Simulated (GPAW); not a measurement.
The system is Co.

```
Co
1.0
     2.47200    0.00000    0.00000
    -1.23600    2.14081    0.00000
     0.00000    0.00000    4.02114
Co
2
Direct
  0.66667 0.33333 0.75000
  0.33333 0.66667 0.25000
```

Base run:

| Item | Value |
| --- | --- |
| Program | GPAW 26.7.0 |
| Functional | PBEsol |
| Potentials or basis | PAW data sets generated in the run's folder for this functional |
| Cutoff | 600 eV |
| Basis | pw |
| k mesh | 12 × 12 × 7 |
| Occupations | fermi-dirac, width 0.05 eV |
| Spin | collinear spin, ferromagnetic start |
| Starting moments | [2.0, 2.0] μB |

Its results: pressure -5.3 GPa; net moment 3.19 μB per cell; site moments Co +1.66 μB.

Question: The run is repeated on the same cell with these changes: functional from PBEsol to BLYP. What comes out?

Answer: Pressure 13.9 GPa; net moment 3.13 μB per cell; site moments Co +1.63 μB.

BLYP binds less tightly than PBEsol, so the same cell stands under more pressure.

Not every run made on this cell is shown here.
